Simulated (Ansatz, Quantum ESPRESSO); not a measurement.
# CaSe (Fm-3m): third-order response, part 3 of 3

Which lines does CaSe (Fm-3m) show in Raman and infrared spectra?

Quantum ESPRESSO 8.0 development, patched; DFT LDA, scalar-relativistic, plane waves, PseudoDojo norm-conserving pseudopotentials.

So far. Step 5 (Linear response at Γ): The acoustic modes at Γ come out as far as 1.9 cm⁻¹ from zero, where they should vanish, a small numerical error; the Born charges miss their sum rule by 0.0056 e, which is good. Step 6 (Modes with the sum rule): The rule moves no optical mode by more than 0.1 cm⁻¹. The relaxed cell has a = 5.790 Å (conventional setting).

The database entry behind the starting cell differs from later determinations by our own check (0.1 to 0.3 % short, probably kX units), so it need not match the best structure at ambient conditions.

### 8. Sum rules set otherwise (asr no)

Without the rule the raw error of the acoustic modes shows.

Contents of dynmat.in:

```
&INPUT
  fildyn = 'g.dyn'
  asr    = 'no'
  fileig = 'dynmat.eig'
  lperm  = .true.
/
```

Run with:

```sh
$ dynmat.x -in dynmat.in > dynmat.out
```

Log:

```text
[banner, memory and clock lines left out]
Program DYNMAT v.8.0dev

     Reading Dynamical Matrix from file g.dyn
     ...Force constants read
     ...epsilon and Z* read
     ...Raman cross sections read
     A direction for q was not specified:TO-LO splitting will be absent

     Polarizability (A^3 units)
     multiply by 0.372622 for Clausius-Mossotti correction (not under assume_isolated = 'mt')
        19.502316    0.000000    0.000000
         0.000000   19.502316    0.000000
         0.000000   -0.000000   19.502316

     IR activities are in (D/A)^2/amu units

# mode   [cm-1]    [THz]      IR
    1      1.86    0.0557    0.0000
    2      1.86    0.0557    0.0000
    3      1.86    0.0557    0.0000
    4    191.55    5.7424    4.8186
    5    191.55    5.7424    4.8186
    6    191.55    5.7424    4.8186

Electronic dielectric permittivity tensor (relative, adimensional)
         6.051057    0.000000    0.000000
         0.000000    6.051057    0.000000
         0.000000   -0.000000    6.051057

 ... with zone-center polar mode contributions
        11.824227    0.000000   -0.000000
         0.000000   11.824227    0.000000
        -0.000000    0.000000   11.824227
```

The job ended after 0.55 s (1 thread of Intel Xeon Platinum 8375C at 2.90GHz (Ice Lake), shared host).

This step gave:

```yaml
mean_static_dielectric_constant: 11.82
```

Zone-centre frequencies as printed; negative means imaginary. Modes:

| mode | frequency (cm⁻¹) |
| --- | --- |
| 1 | 1.86 |
| 2 | 1.86 |
| 3 | 1.86 |
| 4 | 191.6 |
| 5 | 191.6 |
| 6 | 191.6 |

Against the first rule no mode moves by more than 1.9 cm⁻¹.

### 9. The LO-TO splitting (1 0 0)

A longitudinal polar mode sets up a macroscopic field that stiffens it; the term hangs on the direction from which q goes to zero.

Contents of dynmat.in:

```
&INPUT
  fildyn = 'g.dyn'
  asr    = 'simple'
  fileig = 'dynmat.eig'
  q(1)   = 1.0
  q(2)   = 0.0
  q(3)   = 0.0
/
```

Run with:

```sh
$ dynmat.x -in dynmat.in > dynmat.out
```

Log:

```text
[banner, memory and clock lines left out]
Program DYNMAT v.8.0dev

     Reading Dynamical Matrix from file g.dyn
     ...Force constants read
     ...epsilon and Z* read
     ...Raman cross sections read

     Polarizability (A^3 units)
     multiply by 0.372622 for Clausius-Mossotti correction (not under assume_isolated = 'mt')
        19.502316    0.000000    0.000000
         0.000000   19.502316    0.000000
         0.000000   -0.000000   19.502316

     IR activities are in (D/A)^2/amu units

# mode   [cm-1]    [THz]      IR
    1     -0.00   -0.0000    0.0000
    2     -0.00   -0.0000    0.0000
    3      0.00    0.0000    0.0000
    4    191.55    5.7425    4.8224
    5    191.55    5.7425    4.8224
    6    267.81    8.0288    4.8224
```

The job ended after 0.56 s (1 thread).

This step gave:

```
highest mode moved by the LO-TO term : 267.8 cm⁻¹
```

Zone-centre frequencies as printed; negative means imaginary. Modes:

| mode | frequency (cm⁻¹) |
| --- | --- |
| 1 | 0 |
| 2 | 0 |
| 3 | 0 |
| 4 | 191.6 |
| 5 | 191.6 |
| 6 | 267.8 |

The field moves one mode, from 192 to 268 cm⁻¹; the others stay.

### 10. Cross-check with Ansatz

A second program on the same cell, potentials, cutoff and meshes tests the implementation of the phonon response, not its convergence. Its field response is summed in its own way. Its k mesh is centred on Γ.

This step: DFT LDA, scalar-relativistic, plane waves, PseudoDojo norm-conserving pseudopotentials (Ansatz 0.2.0).

Contents of input.yaml:

```yaml
crystal:
  lattice:
    - [-2.8948624121, 0.0, 2.8948624121]
    - [0.0, 2.8948624121, 2.8948624121]
    - [-2.8948624121, 2.8948624121, 0.0]
  atoms:
    - { symbol: Ca, position: [0.0, 0.0, 0.0] }
    - { symbol: Se, position: [0.5, 0.5, 0.5] }
kpoints:
  mp_grid: { grid: [8, 8, 8] }
hamiltonian:
  xc: lda
  pseudopotentials: { kind: nc, accuracy: standard }
scf:
  occupations: { method: fixed }
output:
  eigenvalues: true
basis:
  ecutwfc: 1170.09
phonons:
  method: dfpt
  dielectric: true
  rigid_motions: translations
  raman: true
```

Run with:

```sh
$ ansatz run input.yaml --threads 4 --pin off --max-ram 8192MiB --backend cpu --events-out ev --progress --plain --runs-dir out
```

Log:

```text
Engine: ansatz 0.2.0, x86_64-unknown-linux-gnu
Pseudopotentials: kind: nc
Pseudopotential: Ca, nc, valence charge 10, recommended cutoff 979.609905 eV (normal), Ca.nc.azcp (PseudoDojo's, or run here from an input of PseudoDojo's; its table is named by hamiltonian.pseudopotentials.accuracy)
Pseudopotential: Se, nc, valence charge 16, recommended cutoff 1170.089609 eV (normal), Se.nc.azcp (PseudoDojo's, or run here from an input of PseudoDojo's; its table is named by hamiltonian.pseudopotentials.accuracy)
Functional definition: SPW92
  exchange = slater_x
  correlation = pw_c
Crystal: 2 atoms, lattice volume = 48.519 Å³
Basis set: ecut = 1170.09 eV, 4477 PW (Γ), exchange–correlation on 96×96×96 points (8 copies of the dense FFT grid, shifted against one another)
Bands: 17, of which v1, the nominal top of the filled ones, is band 13 counted from 1 (12 counted from 0)
Symmetry: 48 space group operations
k-points: 59 of 512 (irreducible under 8 space group operations, time reversal used)
Non-local potential: Ca, projectors of the file, l = 0: 2, l = 1: 2, l = 2: 2
Non-local potential: Se, projectors of the file, l = 0: 2, l = 1: 2, l = 2: 2
Initial density: superposition of atomic densities (chi_scale 0.1, normalization cell, long waves kept (reshape's long-wave potential 0.00 eV rms))
Initial wavefunctions: pseudopotential atomic-orbital guess
Functional: x = slater, c = lda
SCF iter   1: F=—  HF=-4355.803543 eV  |F-HF|=—  |Δ(HF+E_count)|=         —  Δρ=7.96e-2  dr2=4.90e0  ethr=3.10e-3  ⟨swp⟩=7.0  Hψ=5330  notcnv=0  defer=80
preconditioner: auto → none  [insulator: Δε(μ)=0.012 eV  Ē_g=7.012 eV  n_scr=14 (ndim 8)  ℏωp=15.1 eV  f_vac=0.000  ε∞_Penn≈5.6]
SCF iter   2: F=—  HF=-4354.333452 eV  |F-HF|=—  |Δ(HF+E_count)|=    1.47e0  Δρ=2.88e-2  dr2=6.31e-1  ethr=3.10e-3  ⟨swp⟩=5.0  Hψ=3027  notcnv=0  defer=87
SCF iter   3: F=—  HF=-4354.126883 eV  |F-HF|=—  |Δ(HF+E_count)|=   2.07e-1  Δρ=1.09e-2  dr2=4.29e-2  ethr=2.43e-3  ⟨swp⟩=3.2  Hψ=1567  notcnv=0  defer=76
SCF iter   4: F=—  HF=-4354.121191 eV  |F-HF|=—  |Δ(HF+E_count)|=   5.69e-3  Δρ=2.82e-3  dr2=5.12e-3  ethr=1.65e-4  ⟨swp⟩=3.7  Hψ=1847  notcnv=0  defer=107
SCF iter   5: F=—  HF=-4354.119294 eV  |F-HF|=—  |Δ(HF+E_count)|=   1.90e-3  Δρ=7.95e-4  dr2=4.63e-4  ethr=1.97e-5  ⟨swp⟩=3.4  Hψ=1788  notcnv=0  defer=107
SCF iter   6: F=—  HF=-4354.119111 eV  |F-HF|=—  |Δ(HF+E_count)|=   1.83e-4  Δρ=6.61e-5  dr2=3.49e-6  ethr=1.78e-6  ⟨swp⟩=3.1  Hψ=1728  notcnv=0  defer=113
SCF iter   7: F=—  HF=-4354.119089 eV  |F-HF|=—  |Δ(HF+E_count)|=   2.23e-5  Δρ=1.45e-5  dr2=1.12e-7  ethr=1.34e-8  ⟨swp⟩=2.2  Hψ=1418  notcnv=0  defer=111
SCF iter   8: F=—  HF=-4354.118994 eV  |F-HF|=—  |Δ(HF+E_count)|=   9.48e-5  Δρ=3.72e-6  dr2=1.19e-8  ethr=4.31e-10  ⟨swp⟩=2.9  Hψ=1757  notcnv=0  defer=47
SCF iter   9: F=—  HF=-4354.118994 eV  |F-HF|=—  |Δ(HF+E_count)|=   4.94e-9  Δρ=3.80e-7  dr2=1.43e-10  ethr=4.57e-11  ⟨swp⟩=2.3  Hψ=1385  notcnv=0  defer=47
SCF iter  10: F=-4354.118994 eV  HF=-4354.118994 eV  |F-HF|=1.82e-12  |Δ(HF+E_count)|=  5.46e-11  Δρ=6.43e-8  dr2=6.84e-13  ethr=1.00e-12  ⟨swp⟩=11.9  Hψ=7547  notcnv=0
SCF 1 converged in 10 iterations: F = -4354.118994 eV  dr2 = 6.84e-13
DFPT response loops at Γ: preconditioner auto → none (the input reference at scf.mixing.eps_inf says where Resta's filter doesn't serve); β = 0.50; Broyden in place of MSR1
── the response to a field inside a basis, on 10×10×10 k-points: an SCF that follows is theirs, and a resumed run solves both again ──
Bands: 14, of which v1, the nominal top of the filled ones, is band 13 counted from 1 (12 counted from 0)
k-points: 110
Initial density: handed on by an earlier stage of this run
Initial wavefunctions: pseudopotential atomic-orbital guess (no wavefunctions were taken with the density)
Eigensolver: Dense (110 Hₖ)
SCF iter   1: F=—  HF=-4354.113086 eV  |F-HF|=—  |Δ(HF+E_count)|=         —  Δρ=1.36e-4  dr2=1.43e-6  ethr=1.00e-1
preconditioner: auto → none  [insulator: Δε(μ)=1.799 eV  Ē_g=7.714 eV  n_scr=14 (ndim 8)  ℏωp=15.1 eV  f_vac=0.000  ε∞_Penn≈4.8]
SCF iter   2: F=—  HF=-4354.113086 eV  |F-HF|=—  |Δ(HF+E_count)|=   1.88e-7  Δρ=5.69e-5  dr2=1.90e-7  ethr=5.49e-9
SCF iter   3: F=—  HF=-4354.113086 eV  |F-HF|=—  |Δ(HF+E_count)|=   7.54e-8  Δρ=8.62e-6  dr2=3.08e-9  ethr=7.31e-10
SCF iter   4: F=—  HF=-4354.113086 eV  |F-HF|=—  |Δ(HF+E_count)|=   4.85e-9  Δρ=9.31e-7  dr2=1.84e-10  ethr=1.18e-11
SCF iter   5: F=-4354.113086 eV  HF=-4354.113086 eV  |F-HF|=2.64e-11  |Δ(HF+E_count)|=  9.09e-13  Δρ=1.94e-7  dr2=3.18e-11  ethr=1.00e-12
SCF 1 converged in 5 iterations: F = -4354.113086 eV  dr2 = 3.18e-11
DFPT response loops at Γ: mixed as the last ones told, above
DFPT response loops at Γ: mixed as the last ones told, above
SCF converged after 10 iterations
Free energy (F): -4354.118994 eV
Harris-Foulkes:  -4354.118994 eV  (|F-HF|=1.82e-12)
Internal energy: -4354.118994 eV  (E = F + TS)
E sigma→0 (E₀):  -4354.118994 eV
Fermi energy:    7.916619 eV
--- Per-component energies (eV) ---
  E_band       = -490.811812
  E_kinetic    = 2493.103006
  E_local      = -3439.586544  (includes V_loc(G=0)·N_el)
  E_nonlocal   = -1297.951627
  E_hartree    = 1202.995282
  E_xc         = -849.295733
  E_vxc        = -652.367241  (∫ρ·V_xc dr)
  E_ewald      = -2463.383378
  E_smearing   = -0.000000  (= −TS)
  E_closure    = 0.000000  (closes the sum)
  Σ components = -4354.118994   (vs F -4354.118994, Δ=0.00e0)
--- Band table (eV; the first three rows and the last of 59) ---
  k-point 0: bands = [... 9 lower, -4.1838, 7.9166, 7.9166, 7.9166, 11.3614, 11.4374, 11.4374, 11.4374]
  k-point 1: bands = [... 9 lower, -4.0739, 7.0714, 7.6335, 7.6335, 11.4115, 11.6701, 11.6701, 12.3430]
  k-point 2: bands = [... 9 lower, -3.7943, 5.7261, 7.1064, 7.1064, 11.5221, 12.2337, 12.2337, 13.6772]
  k-point 58: bands = [... 9 lower, -3.5364, 5.2110, 6.9153, 6.9153, 9.6292, 12.9538, 13.0534, 14.0068]
--- Phonons (Γ-DFPT): 2 representative perturbations + reference, on 59 of 512 k-points (Σ response iterations 6) ---
  k mesh reduced under 8 symmetry operations, with k and −k counted as one. Each operation leaves every solved perturbation unchanged. A smaller set is not considered because the run solves the response to a homogeneous field
  ASR residual: 1.139e-4 → 0.000e0 eV/Å²; symmetrization residual: 1.420e-5 eV/Å²
  ASR residual per site (eV/Å²): 6.57e-5 1.14e-4
  Γ frequencies (cm⁻¹): 0.00 0.00 0.00 191.57 191.57 191.57
  ε∞ (high-frequency dielectric tensor):
        6.013714    -0.000000    -0.000000
       -0.000000     6.013714    -0.000000
       -0.000000    -0.000000     6.013714
  ε⁰ (static dielectric tensor: ions relaxed, cell fixed):
       11.760072    -0.000000    -0.000000
       -0.000000    11.760072     0.000000
       -0.000000     0.000000    11.760072
  ε⁰ − ε∞ (ionic part):
        5.746358    -0.000000    -0.000000
       -0.000000     5.746358     0.000000
       -0.000000     0.000000     5.746358
  softest optical mode at Γ: 191.57 cm⁻¹; the repairs (sum rule, projections) moved no ω² at Γ by more than (1.01 cm⁻¹)²
  Born effective charges Z* (e; rows j = field, columns β = displacement):
    site 0:
         2.35124   -0.00000   -0.00000
         0.00000    2.35124    0.00000
        -0.00000    0.00000    2.35124
    site 1:
        -2.35124    0.00000    0.00000
        -0.00000   -2.35124   -0.00000
         0.00000   -0.00000   -2.35124
  Z* charge neutrality: 4.402e-4 e pre-enforcement
  solved inside a basis spanned on kpoints, on 10×10×10 k-points transformed towards the longest dipole: ε∞ is read to err by 1.6e-2, Z* by 1.7e-2 e (field_mesh: kpoints solves on kpoints); Z* is corrected for what the basis lacks
  Raman tensors (in the event stream and the table raman_tensors.tsv): an entry may err by 1.3e-3 Å², one of the second-order susceptibility by 2.1e-19 pm/V (basis, points and sum rule); their sum over the sites missed zero by 4.387e-21 Å² ahead of its enforcement
  optical modes at Γ without the LO–TO term, one row a degenerate level:
      ω (cm⁻¹)  modes    IR ((D/Å)²/amu)  static Raman (Å⁴/amu)  depolarisation
        191.57      3            14.3923                 0.0000               —
  optical modes at Γ + LO–TO along q̂ = [1.0000, 0.0000, 0.0000]:
      ω (cm⁻¹)  modes    IR ((D/Å)²/amu)  static Raman (Å⁴/amu)  depolarisation
        191.57      2             9.5949                 0.0000               —
        267.90      1             4.7974                 0.0000               —
  optical modes at Γ + LO–TO along q̂ = [0.0000, 1.0000, 0.0000]:
      ω (cm⁻¹)  modes    IR ((D/Å)²/amu)  static Raman (Å⁴/amu)  depolarisation
        191.57      2             9.5949                 0.0000               —
        267.90      1             4.7974                 0.0000               —
  optical modes at Γ + LO–TO along q̂ = [0.0000, 0.0000, 1.0000]:
      ω (cm⁻¹)  modes    IR ((D/Å)²/amu)  static Raman (Å⁴/amu)  depolarisation
        191.57      2             9.5949                 0.0000               —
        267.90      1             4.7974                 0.0000               —
```

It took 2.3 min on 4 threads; peak memory 1.7 GiB; 8.8 min of CPU time.

This step gave:

```
sum-rule residual before enforcement             : 1.14e-4 eV/Å²
miss of the charge sum rule                      : 4.40e-4 e
estimated error of the dielectric tensor         : 0.01574
estimated error of the Born charges              : 0.01737 e
mean high-frequency dielectric constant          : 6.014
largest Born charge in size (third of the trace) : 2.351 e
mean static dielectric constant                  : 11.76
highest mode moved by the LO-TO term             : 267.9 cm⁻¹
```

Transverse modes. Lines of the infrared spectrum (strongest = 100):

| position (cm⁻¹) | label | IR intensity ((D/Å)²/amu), degenerate modes summed, relative |
| --- | --- | --- |
| 192 | T1u | 100 |

### 11. The two compared: QE PseudoDojo and Ansatz, PseudoDojo

Worked out from the results:

```yaml
root_mean_square_difference: 0.02 cm⁻¹
largest_difference: 0.02 cm⁻¹
```

Frequencies side by side, by row:

| q (reciprocal lattice) | mode | QE PseudoDojo (cm⁻¹) | Ansatz, PseudoDojo (cm⁻¹) |
| --- | --- | --- | --- |
| 0 0 0 | 1 | 0 | 0 |
| 0 0 0 | 2 | 0 | 0 |
| 0 0 0 | 3 | 0 | 0 |
| 0 0 0 | 4 | 191.6 | 191.6 |
| 0 0 0 | 5 | 191.6 | 191.6 |
| 0 0 0 | 6 | 191.6 | 191.6 |

The two runs side by side. Further quantities:

| quantity | QE PseudoDojo | Ansatz, PseudoDojo |
| --- | --- | --- |
| mean ε∞ | 6.051 | 6.014 |
| largest Born charge in size (e; the first before, the second after the charge sum rule) | 2.36 | 2.351 |
| summed IR intensity ((D/Å)²/amu) | 14.47 | 14.39 |

At the zone centre the largest difference (acoustic modes at Γ apart) is 0.01 % of the highest mode.

### 12. Outcome

| Property | Result |
| --- | --- |
| space group after relaxation | Fm-3m |
| volume per atom | 24.3 Å³ |
| gap on the k-mesh | 1.71 eV |
| highest optical zone-centre mode (no LO-TO term) | 191.6 cm⁻¹ |
| highest mode moved by the LO-TO term | 267.8 cm⁻¹ |
| mean high-frequency dielectric constant | 6.05 |
| largest Born charge in size (third of the trace) | 2.36 e |
| mean static dielectric constant | 11.8 |
| imaginary optical modes at the zone centre (no q mesh in this session) | none |
| largest difference from Ansatz, PseudoDojo | 0.02 cm⁻¹ |

In words: No mode is Raman active in this structure; the strongest infrared line lies at 192 cm⁻¹. At the LDA level the optical modes of CaSe (Fm-3m) at the zone centre (no LO-TO term) lie at 192 cm⁻¹. Along the directions run, the highest mode that the macroscopic field moves lies at 268 cm⁻¹. Lattice motion raises the mean dielectric constant from 6.051 to 11.83. The Born charge of Se is -2.360 e against a formal charge of -2, somewhat above it. The Lyddane-Sachs-Teller relation holds: (ωLO/ωTO)² is 1.95 and ε₀/ε∞ is 1.95. QE PseudoDojo and Ansatz, PseudoDojo agree to 0.02 cm⁻¹ (0.01 % of the highest mode compared) on all solved modes but the acoustic ones at Γ, without the LO-TO term. These are harmonic frequencies at zero temperature: anharmonic shifts and linewidths and thermal expansion are left out. The build is a development version in which the Raman tensors of release 7.5 are mended; dynmat.x leaves out the electro-optic term of LO lines.

[Host names and launcher messages were left out of these logs when they were recorded.]

[Logs are printed without paths, hosts, clocks, repeated set-up lines and the standing remarks that a program may print on its own settings, such as how far it seeks lower states.]

[Hosts, paths, dates, database ids (printed as entryN), source tags and the programs' standing remarks are cut or masked in the printed files.]
